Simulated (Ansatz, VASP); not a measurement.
**GaSb: VASP beside Ansatz**

One calculation is typed for both programs; each brings its own data sets and cutoff. How far apart do they land? The cell is taken from a series of VASP runs on this material, whose earlier steps may have relaxed, scaled or displaced it; both programs get it as it stands.

Program: Ansatz 0.2.0. Level of theory: plane waves, with VASP 6.6.1 beside it; zone-centre phonons at LDA and relaxation of cell and atoms at r2SCAN. Results are calculated unless marked as measured.

## Step 1: The structure

The structure is cubic, space group F-43m (No. 216). Conventional cell: a = 6.054 Å, b = 6.054 Å, c = 6.054 Å, α = 90.00°, β = 90.00°, γ = 90.00°. Nearest to Sb lie 4 Ga at 2.62 Å. Nearest to Ga lie 4 Sb at 2.62 Å. Farther neighbours are not listed.

## Step 2: Ansatz: zone-centre phonons, LDA

Ansatz runs on its default PAW (the set named soft_2) files.

Second derivatives magnify differences that forces hide, and they need a tight electronic threshold.

input.yaml reads:

```yaml
crystal:
  lattice:
    - [0.0, 3.0268763562, 3.0268763562]
    - [3.0268763562, 0.0, 3.0268763562]
    - [3.0268763562, 3.0268763562, 0.0]
  atoms:
    - { symbol: Sb, position: [0.75, 0.75, 0.75] }
    - { symbol: Ga, position: [0.0, 0.0, 0.0] }
hamiltonian:
  xc: lda
  pseudopotentials: { kind: paw }
kpoints:
  mp_grid: { grid: [10, 10, 10] }
scf:
  occupations: { method: methfessel_paxton, width: 0.15 }
phonons:
  method: dfpt
  qpoints: [[0, 0, 0]]
```

Command:

```bash
ansatz run input.yaml --threads 4 --pin off --max-ram 9216MiB --backend cpu --events-out ev --progress --plain --runs-dir out
```

Numbers of over 12 decimals in the logs are rounded to 6 here.

Output:

```text
zone centre: on kpoints.mp_grid the ground state, and the responses unless they are solved on pairs of k-points, stand on 102 of the mesh's 1000 k-points, reduced under 8 symmetry operations, with k and −k counted as one. Each operation leaves every solved displacement unchanged or reverses it
Engine: ansatz 0.2.0, x86_64-unknown-linux-gnu
Pseudopotentials: kind: paw
Pseudopotential: Sb, paw, valence charge 15, recommended cutoff 420 eV (normal), Sb.paw.azcp
Pseudopotential: Ga, paw, valence charge 13, recommended cutoff 420 eV (normal), Ga.paw.azcp
Functional definition: SPW92
  exchange = slater_x
  correlation = pw_c
Crystal: 2 atoms, lattice volume = 55.464 Å³
Basis set: ecut = 420 eV, 1067 PW (Γ), exchange–correlation on 60×60×60 points (8 copies of the dense FFT grid, shifted against one another)
Bands: 18, of which v1, the nominal top of the filled ones, is band 14 counted from 1 (13 counted from 0)
Symmetry: 24 space group operations
k-points: 102 of 1000 (irreducible under 8 space group operations, time reversal used)
Non-local potential: Sb, projectors of the file, l = 0: 2, l = 1: 2, l = 2: 2, l = 3: 2
Non-local potential: Ga, projectors of the file, l = 0: 2, l = 1: 2, l = 2: 3, l = 3: 1
PAW form: soft (Blöchl's): semilocal exchange-correlation on the pseudo side does not see the compensation charge
PAW frozen core: Sb, regenerated for the run's functional, and the local potential with it (the file was generated under x = pbe(κ = 0.804, μ = 0.219515), c = pbe(β = 0.066725))
PAW frozen core: Ga, regenerated for the run's functional, and the local potential with it (the file was generated under x = pbe(κ = 0.804, μ = 0.219515), c = pbe(β = 0.066725))
PAW one-centre angular grid: Sb, 590 points (default); XC on 64 Gauss nodes
PAW one-centre angular grid: Ga, 590 points (default); XC on 64 Gauss nodes
Initial density: superposition of atomic densities (neutral atoms: chi_scale 0, normalization atom), corrected by the library's trained network
Initial wavefunctions: pseudopotential atomic-orbital guess
Functional: x = slater, c = lda
SCF iter   1: F=—  HF=-10043.055129 eV  |F-HF|=—  |Δ(HF+E_count)|=         —  Δρ=5.76e-3  dr2=8.44e-3  ethr=1.77e-3  ⟨swp⟩=5.2  Hψ=9285  notcnv=0
preconditioner: auto → Kerker (q_TF=auto, 2.435 Å⁻¹)  [metal: Δε(μ)=0.034 eV  Ē_g=14.721 eV  σ=0.150 eV  W_gap=0.19  n_scr=14 (ndim 8)  ℏωp=21.2 eV  f_vac=0.085  D(μ)=0.03/eV (n_scr^D=0)]
SCF iter   2: F=—  HF=-10043.052053 eV  |F-HF|=—  |Δ(HF+E_count)|=   3.08e-3  S|Δr|=    0.00e0  Δρ=3.23e-3  dr2=3.06e-3  ethr=3.01e-5  ⟨swp⟩=2.0  Hψ=3379  notcnv=0
SCF iter   3: F=—  HF=-10043.051531 eV  |F-HF|=—  |Δ(HF+E_count)|=   5.22e-4  S|Δr|=    0.00e0  Δρ=5.00e-4  dr2=1.46e-4  ethr=1.09e-5  ⟨swp⟩=2.1  Hψ=3250  notcnv=0
SCF iter   4: F=—  HF=-10043.051481 eV  |F-HF|=—  |Δ(HF+E_count)|=   5.03e-5  S|Δr|=    0.00e0  Δρ=3.07e-4  dr2=7.32e-5  ethr=5.22e-7  ⟨swp⟩=2.1  Hψ=2997  notcnv=0
SCF iter   5: F=—  HF=-10043.051482 eV  |F-HF|=—  |Δ(HF+E_count)|=   9.38e-7  S|Δr|=    0.00e0  Δρ=1.62e-4  dr2=2.34e-5  ethr=2.62e-7  ⟨swp⟩=2.0  Hψ=2346  notcnv=0
SCF iter   6: F=—  HF=-10043.051483 eV  |F-HF|=—  |Δ(HF+E_count)|=   1.10e-6  S|Δr|=    0.00e0  Δρ=5.75e-5  dr2=3.93e-6  ethr=8.37e-8  ⟨swp⟩=1.0  Hψ=1836  notcnv=0
SCF iter   7: F=—  HF=-10043.051488 eV  |F-HF|=—  |Δ(HF+E_count)|=   4.66e-6  S|Δr|=    0.00e0  Δρ=1.19e-5  dr2=1.29e-7  ethr=1.40e-8  ⟨swp⟩=2.0  Hψ=2154  notcnv=0
SCF iter   8: F=—  HF=-10043.051484 eV  |F-HF|=—  |Δ(HF+E_count)|=   3.77e-6  S|Δr|=    0.00e0  Δρ=7.17e-6  dr2=2.04e-8  ethr=4.60e-10  ⟨swp⟩=2.0  Hψ=3265  notcnv=0
SCF iter   9: F=—  HF=-10043.051484 eV  |F-HF|=—  |Δ(HF+E_count)|=   6.57e-9  S|Δr|=    0.00e0  Δρ=1.53e-6  dr2=1.75e-9  ethr=7.30e-11  ⟨swp⟩=2.0  Hψ=3265  notcnv=0
SCF iter  10: F=—  HF=-10043.051484 eV  |F-HF|=—  |Δ(HF+E_count)|=  9.46e-11  S|Δr|=    0.00e0  Δρ=5.01e-7  dr2=3.00e-10  ethr=6.25e-12  ⟨swp⟩=2.1  Hψ=2621  notcnv=0
SCF iter  11: F=-10043.051484 eV  HF=-10043.051484 eV  |F-HF|=3.64e-12  |Δ(HF+E_count)|=  3.09e-11  S|Δr|=    0.00e0  Δρ=1.10e-7  dr2=8.90e-12  ethr=1.00e-12  ⟨swp⟩=4.2  Hψ=9351  notcnv=0
SCF 1 converged in 11 iterations: F = -10043.051484 eV  dr2 = 8.90e-12
  greatest PAW one-centre occupation: 0.998 electrons in one spin orbital (limit 2), on the Sb atom at site 0 (counted from 0), in its partial waves of l = 2
DFPT response loops at Γ: preconditioner auto → Kerker (q_TF=auto, 2.435 Å⁻¹) (partly filled bands, converged f_vac=0.071); β = 1.00, the filter's whole step (`scf.mixing.beta` (0.50) is not read by the response loops under this deck's `scf.mixing.preconditioner`; to damp them name `kerker` or `kerker_dos`, under which they read `scf.mixing.beta`, and type it under 1.00, their step now; both keys bind the ground state too); Broyden in place of MSR1
SCF converged after 11 iterations
Stability not checked: this state was not tested for a lower state beside it, because cold or Methfessel-Paxton smearing, or corrected tetrahedra, fill the levels in a way that the test cannot read (fill_not_monotonic; see scf.lower_state_search)
Free energy (F): -10043.051484 eV
Harris-Foulkes:  -10043.051484 eV  (|F-HF|=3.64e-12)
Internal energy: -10043.051846 eV  (E = F + TS)
E sigma→0 (E₀):  -10043.051575 eV
Entropy (-TS):   0.000362 eV (0.181 meV/atom)
Fermi energy:    7.817736 eV
Step filling:    the computed levels leave a gap of 0.0475 eV = 0.3 smearing widths at the electron count; against every level under it full and every level over it empty, smearing changes F+E_penalty+E_count by +0.031 meV and its σ→0 estimate by -0.060 meV
--- Per-component energies (eV) ---
  E_band       = -260.834672
  E_kinetic    = 325.577175
  E_local      = -3880.621378  (includes V_loc(G=0)·N_el)
  E_nonlocal   = 793.238103
  E_hartree    = 1783.716681
  E_xc         = -206.989824
  E_vxc        = -156.341622  (∫ρ·V_xc dr)
  E_paw        = -6339.873172  (= ΣΔE_a)
  E_vpaw       = -910.120101  (= ΣTr[D̂ρ^β])
  E_aug_tail   = -0.000123  (compensation charges beyond the density's cutoff)
  E_ewald      = -2520.386612
  E_core_change = 2.287303  (= ΣΔE_core)
  E_smearing   = 0.000362  (= −TS)
  E_closure    = 0.000000  (closes the sum)
  Σ components = -10043.051484   (vs F -10043.051484, Δ=0.00e0)
--- Band table (eV; the first three rows and the last of 102) ---
  k-point 0: bands = [... 10 lower, -3.9578, 7.8026, 7.8026, 7.8026, 7.8501, 10.5695, 10.5695, 10.5695]
  k-point 1: bands = [... 10 lower, -3.8512, 6.1793, 7.6218, 7.6218, 8.7853, 10.8149, 10.8149, 10.9689]
  k-point 2: bands = [... 10 lower, -3.5409, 4.4697, 7.2531, 7.2531, 8.7173, 11.2816, 11.2816, 12.2531]
  k-point 101: bands = [... 10 lower, -1.3603, 0.9439, 4.3683, 4.5751, 10.9128, 11.1624, 13.2238, 13.2275]
--- Phonons (Γ-DFPT): 2 representative perturbations + reference, on 102 of 1000 k-points (Σ response iterations 6) ---
  k mesh reduced under 8 symmetry operations, with k and −k counted as one. Each operation leaves every solved displacement unchanged or reverses it
  ASR residual: 5.396e-5 → 0.000e0 eV/Å²; symmetrization residual: 2.055e-5 eV/Å²
  ASR residual per site (eV/Å²): 5.40e-5 5.06e-6
  Γ frequencies (cm⁻¹): 0.00 0.00 0.00 223.22 223.22 223.22
  non-analytic LO–TO correction: not included (Born effective charges unavailable; polar crystals: no LO–TO splitting at Γ)
--- Phonons (arbitrary-q DFPT): 1 explicit q-point ---
  q = [0, 0, 0] (of the zone-centre solve; hermiticity 5.06e-6, symmetrization 2.24e-13): -0.00 0.00 0.00 223.22 223.22 223.22
  sum rule: each row above includes the acoustic sum rule's correction from the zone centre's row sums; it moved no ω² by more than (0.35 cm⁻¹)²
```

Elapsed: 5.7 s, on 4 threads of AMD EPYC 9R14 (Zen 4), shared host; peak memory 0.68 GiB; 20 s of CPU time.

## Step 3: VASP: zone-centre phonons, LDA

The same cell, functional (in two slightly different forms), mesh and smearing now go to VASP, with its own data sets and cutoff.

Lines of VASP's logs that name or quote its potential files are left out, and so is its time.

INCAR reads:

```
SYSTEM = GaSb
PREC = Accurate
ENCUT = 450
EDIFF = 1E-08
NELM = 100
ISMEAR = 1
SIGMA = 0.15
LREAL = .FALSE.
ALGO = Normal
GGA = CA
NBANDS = 15
LORBIT = 11
LWAVE = .FALSE.
LCHARG = .FALSE.
KPAR = 2
IBRION = 8
ISIF = 2
```

POSCAR reads:

```
GaSb
1.0
    0.0000000000      3.0268763562      3.0268763562
    3.0268763562      0.0000000000      3.0268763562
    3.0268763562      3.0268763562      0.0000000000
Sb Ga
1 1
Direct
    0.7500000000      0.7500000000      0.7500000000
    0.0000000000      0.0000000000      0.0000000000
```

KPOINTS reads:

```
Automatic mesh
0
Gamma
10 10 10
0 0 0
```

PAW data sets: Sb and Ga_d (LDA family, release 64).

Command:

```bash
mpirun -np 2 vasp_std
```

Output:

```text
[banner, memory and clock lines left out]
running    2 mpi-ranks, on    1 nodes
 distrk:  each k-point on    1 cores,    2 groups
 distr:  one band on    1 cores,    1 groups

 POSCAR found type information on POSCAR SbGa
 POSCAR found :  2 types and       2 ions
 LDA part: xc-table for (Slater(with rela. corr.)+CA(PZ))
 , standard interpolation
 POSCAR, INCAR and KPOINTS ok, starting setup
 FFT: planning ... GRIDC
 FFT: planning ... GRID_SOFT
 FFT: planning ... GRID
 WAVECAR not read
 entering main loop
       N       E                     dE             d eps       ncg     rms          rms(c)
DAV:   1     0.769547598514E+02    0.76955E+02   -0.81378E+03  1434   0.136E+03
DAV:   2    -0.280416975705E+01   -0.79759E+02   -0.77122E+02  1613   0.289E+02
DAV:   3    -0.869433218278E+01   -0.58902E+01   -0.58715E+01  1760   0.651E+01
DAV:   4    -0.879785089739E+01   -0.10352E+00   -0.10351E+00  1629   0.982E+00
DAV:   5    -0.880034444956E+01   -0.24936E-02   -0.24935E-02  1930   0.135E+00    0.342E+00
DAV:   6    -0.870896095370E+01    0.91383E-01   -0.76285E-02  2067   0.448E+00    0.200E+00
DAV:   7    -0.867209411345E+01    0.36867E-01   -0.53403E-02  1648   0.185E+00    0.293E-01
DAV:   8    -0.867184172001E+01    0.25239E-03   -0.47914E-03  1736   0.852E-01    0.101E-01
DAV:   9    -0.867192046709E+01   -0.78747E-04   -0.34386E-04  1683   0.163E-01    0.401E-02
DAV:  10    -0.867191324457E+01    0.72225E-05   -0.17512E-05  1875   0.350E-02    0.143E-02
DAV:  11    -0.867191535631E+01   -0.21117E-05   -0.43835E-06  1637   0.198E-02    0.543E-03
DAV:  12    -0.867191532001E+01    0.36302E-07   -0.23807E-07  1767   0.351E-03    0.117E-03
DAV:  13    -0.867191532950E+01   -0.94938E-08   -0.21295E-08  1711   0.144E-03
   1 F= -.86719153E+01 E0= -.86720280E+01  d E =0.338087E-03
 Linear response reoptimize wavefunctions to high precision
DAV:   1    -0.867191532951E+01   -0.90949E-11   -0.68401E-10  1419   0.312E-04
 Linear response DOF=           2
 Linear response progress:
  Degree of freedom:   1/  2
       N       E                     dE             d eps       ncg     rms          rms(c)
RMM:   1    -0.293597831993E-01   -0.29360E-01    0.95758E-04 10130   0.141E+00
RMM:   2    -0.265360565733E-01    0.28237E-02   -0.38295E-03  9393   0.395E-01    0.681E-02
RMM:   3    -0.264633376871E-01    0.72719E-04   -0.25573E-04 10341   0.105E-01    0.364E-02
RMM:   4    -0.264817182602E-01   -0.18381E-04   -0.69031E-05 10406   0.448E-02    0.457E-03
RMM:   5    -0.264850584003E-01   -0.33401E-05   -0.10248E-05 10818   0.155E-02    0.291E-03
RMM:   6    -0.264771551624E-01    0.79032E-05    0.89661E-08 10437   0.493E-03    0.664E-04
RMM:   7    -0.264765271531E-01    0.62801E-06    0.21709E-08 10673   0.147E-03    0.302E-04
RMM:   8    -0.264761517213E-01    0.37543E-06   -0.27505E-08 10265   0.525E-04    0.796E-05
RMM:   9    -0.264761174396E-01    0.34282E-07   -0.68082E-09 10692   0.195E-04    0.294E-05
RMM:  10    -0.264761327982E-01   -0.15359E-07    0.24254E-09 10201   0.756E-05    0.519E-06
RMM:  11    -0.264761230498E-01    0.97485E-08   -0.34008E-09 10495   0.290E-05    0.401E-06
 first order change of Fermi-energy   0.22533E-03
 force on displaced ion       1 direction 1 :  -8.302   0.000   0.000
 Linear response progress:
  Degree of freedom:   2/  2
       N       E                     dE             d eps       ncg     rms          rms(c)
RMM:   1    -0.168313414718E+00   -0.16831E+00    0.94704E-02  6373   0.849E+00
RMM:   2    -0.166974078468E+00    0.13393E-02   -0.29118E-02  9547   0.134E+00    0.403E-02
RMM:   3    -0.166913152555E+00    0.60926E-04   -0.34073E-03  9806   0.425E-01    0.269E-02
RMM:   4    -0.166874000503E+00    0.39152E-04   -0.18257E-03 10818   0.203E-01    0.139E-02
RMM:   5    -0.166860296667E+00    0.13704E-04   -0.70324E-05 10476   0.511E-02    0.472E-03
RMM:   6    -0.166869846733E+00   -0.95501E-05   -0.59992E-05 10630   0.213E-02    0.540E-04
RMM:   7    -0.166858735037E+00    0.11112E-04   -0.13111E-05 10438   0.938E-03    0.623E-04
RMM:   8    -0.166861934045E+00   -0.31990E-05   -0.15521E-05 10407   0.425E-03    0.202E-04
RMM:   9    -0.166862243418E+00   -0.30937E-06   -0.47483E-06 10451   0.203E-03    0.758E-05
RMM:  10    -0.166862656174E+00   -0.41276E-06   -0.40677E-06 10640   0.993E-04    0.350E-05
RMM:  11    -0.166862476673E+00    0.17950E-06   -0.99677E-07 10670   0.487E-04    0.175E-05
RMM:  12    -0.166862560271E+00   -0.83598E-07   -0.55976E-07 10480   0.257E-04    0.324E-06
RMM:  13    -0.166862523921E+00    0.36350E-07    0.57200E-08 10711   0.137E-04    0.217E-06
RMM:  14    -0.166862544293E+00   -0.20372E-07   -0.14855E-07 10636   0.782E-05    0.203E-06
RMM:  15    -0.166862568494E+00   -0.24200E-07   -0.20355E-08 10464   0.494E-05    0.829E-07
RMM:  16    -0.166862567918E+00    0.57529E-09   -0.50178E-08 10297   0.348E-05    0.464E-07
 first order change of Fermi-energy   0.22989E-04
 force on displaced ion       2 direction 1 :  -8.263   0.000   0.000
 Linear response finished
```

OUTCAR, selected parts (step 3):

```text
ion  position               nearest neighbor table
   1  0.750  0.750  0.750-   2 2.62   2 2.62   2 2.62   2 2.62
   2  0.000  0.000  0.000-   1 2.62   1 2.62   1 2.62   1 2.62

  LATTYP: Found a face centered cubic cell.
 ALAT       =     6.0537527124

 Subroutine GETGRP returns: Found 24 space group operations
 (whereof 24 operations were pure point group operations)

The static configuration has the point symmetry T_d .

 Found     47 irreducible k-points:

   k-points           NKPTS =     47   k-points in BZ     NKDIM =     47   number of bands    NBANDS=     15

   dimension x,y,z NGX =    30 NGY =   30 NGZ =   30
   dimension x,y,z NGXF=    60 NGYF=   60 NGZF=   60

   ENCUT  =  450.0 eV  33.07 Ry    5.75 a.u.   7.40  7.40  7.40*2*pi/ulx,y,z

   NELECT =      18.0000    total number of electrons

 k-points in reciprocal lattice and weights: Automatic mesh
   0.00000000  0.00000000  0.00000000       0.001
   0.10000000  0.00000000  0.00000000       0.008
   0.20000000  0.00000000  0.00000000       0.008
   0.30000000  0.00000000  0.00000000       0.008
   0.40000000  0.00000000  0.00000000       0.008
   0.50000000  0.00000000  0.00000000       0.004
   0.10000000  0.10000000  0.00000000       0.006
   0.20000000  0.10000000  0.00000000       0.024
   0.30000000  0.10000000  0.00000000       0.024
[...]
-0.30000000  0.40000000  0.20000000       0.024
  -0.30000000  0.50000000  0.20000000       0.012

 average (electrostatic) potential at core
       1 -88.3622       2 -66.6031

  Total       -0.0015360     -0.0015360     -0.0015360      0.0000000     -0.0000000      0.0000000
  in kB       -0.0443703     -0.0443703     -0.0443703      0.0000000     -0.0000000      0.0000000
  external PRESSURE =      -0.0443703 kB  Pullay stress =       0.0000000 kB

  energy-cutoff  :      450.00
  volume of cell :       55.46
      direct lattice vectors                 reciprocal lattice vectors
     0.000000000  3.026876356  3.026876356    -0.165186794  0.165186794  0.165186794
     3.026876356  0.000000000  3.026876356     0.165186794 -0.165186794  0.165186794
     3.026876356  3.026876356  0.000000000     0.165186794  0.165186794 -0.165186794

 POSITION                                       TOTAL-FORCE (eV/Angst)
 -----------------------------------------------------------------------------------
      4.54031      4.54031      4.54031         0.000000      0.000000      0.000000
      0.00000      0.00000      0.00000        -0.000000     -0.000000     -0.000000
 -----------------------------------------------------------------------------------
    total drift:                                0.000000      0.000000     -0.000000

 Eigenvectors and eigenvalues of the dynamical matrix
 ----------------------------------------------------

   1 f  =    6.754975 THz    42.442762 2PiTHz  225.321723 cm-1    27.936321 meV
             X         Y         Z           dx          dy          dz
      4.540315  4.540315  4.540315     0.000000    0.604333    0.000000
      0.000000  0.000000  0.000000     0.000000   -0.796732    0.000000

   2 f  =    6.754975 THz    42.442762 2PiTHz  225.321723 cm-1    27.936321 meV
             X         Y         Z           dx          dy          dz
      4.540315  4.540315  4.540315    -0.604333    0.000000    0.000000
      0.000000  0.000000  0.000000     0.796732    0.000000    0.000000

   3 f  =    6.754975 THz    42.442762 2PiTHz  225.321723 cm-1    27.936321 meV
             X         Y         Z           dx          dy          dz
      4.540315  4.540315  4.540315     0.000000    0.000000   -0.604333
      0.000000  0.000000  0.000000     0.000000    0.000000    0.796732

   4 f/i=    0.007564 THz     0.047523 2PiTHz    0.252294 cm-1     0.031280 meV
             X         Y         Z           dx          dy          dz
      4.540315  4.540315  4.540315     0.796732    0.000000    0.000000
      0.000000  0.000000  0.000000     0.604333    0.000000    0.000000

   5 f/i=    0.007564 THz     0.047523 2PiTHz    0.252294 cm-1     0.031280 meV
             X         Y         Z           dx          dy          dz
      4.540315  4.540315  4.540315     0.000000   -0.796732    0.000000
      0.000000  0.000000  0.000000     0.000000   -0.604333    0.000000

   6 f/i=    0.007564 THz     0.047523 2PiTHz    0.252294 cm-1     0.031280 meV
             X         Y         Z           dx          dy          dz
      4.540315  4.540315  4.540315     0.000000    0.000000    0.796732
      0.000000  0.000000  0.000000     0.000000    0.000000    0.604333

 ELASTIC MODULI CONTR FROM IONIC RELAXATION (kBar)
 Direction    XX          YY          ZZ          XY          YZ          ZX
 --------------------------------------------------------------------------------
 XX          -0.0000     -0.0000     -0.0000     -0.0000     -0.0000     -0.0000
 YY          -0.0000     -0.0000      0.0000     -0.0000     -0.0000      0.0000
 ZZ          -0.0000      0.0000     -0.0000      0.0000     -0.0000     -0.0000
 XY          -0.0000     -0.0000      0.0000   -177.9578      0.0000      0.0000
 YZ          -0.0000     -0.0000     -0.0000      0.0000   -177.9578      0.0000
 ZX          -0.0000      0.0000     -0.0000      0.0000      0.0000   -177.9578
 --------------------------------------------------------------------------------
```

The gap is under twice the smearing width, so the edge states are partly filled and the run can't tell a small gap from a semimetal. Methfessel-Paxton smearing is not meant for a cell with a gap.

## Step 4: Comparison

Known differences besides the potentials themselves: the two LDA forms differ slightly; the data sets hold 28 valence electrons in Ansatz (default PAW (the set named soft_2) files) and 18 in VASP; the cutoff is 420 eV in Ansatz and 450 eV in VASP; VASP's log shows a relativistic correction to its local exchange, Ansatz's none. Total energies have different zeros and are not compared.

Both answers:

```
                  quantity  Ansatz   VASP  difference
optical mode 1 to 3 (cm⁻¹)   223.2  225.3     -0.93 %
```

Modes are paired by rising frequency and degeneracy, not by their patterns, so a pair may still set unlike modes beside each other.

[end of part 1 of 2]

[Lines on the potential files, build, host, timing and source positions are cut from VASP's logs without a mark.]

[Logs are printed without paths, hosts, clocks, repeated set-up lines and the standing remarks that a program may print on its own settings, such as how far it seeks lower states.]

[Hosts, paths, dates, database ids (printed as entryN), source tags and the programs' standing remarks are cut or masked in the printed files.]
